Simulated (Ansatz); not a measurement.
A run of Ansatz 0.2.0 is set up as follows.

The input input:

```
crystal:
  lattice:
    - [-1.62691493, 1.62691493, 1.32032985]
    - [1.62691493, -1.62691493, 1.32032985]
    - [1.62691493, 1.62691493, -1.32032985]
  atoms:
    - { symbol: Si, position: [0.0, 0.0, 0.0] }
hamiltonian:
  xc: { exchange: pbesol, correlation: pbesol, exx: { coeff: 0.25 } }
  pseudopotentials: { kind: paw }
kpoints:
  mp_grid: { grid: [7, 7, 7] }
scf:
  occupations: { method: fermi_dirac, width: 0.05 }
output:
  forces: true
  stress: true
  eigenvalues: true
```

What does it give for the pressure?

-0.4 GPa.

Estimate the band gap on the k mesh.

none (metal or under the smearing width).

Stress tensor (GPa, compression positive):
```
 0.30  0.00  0.00
 0.00  0.30  0.00
 0.00  0.00 -1.75
```

Caveat: the k mesh is coarse (spacing up to 0.44 Å⁻¹), so the values aren't converged, least of all with exact exchange; the PAW data sets come from PBE, with cores solved anew for the run's functional, which leaves a small shift of forces and pressure; the thresholds are loose for stress.
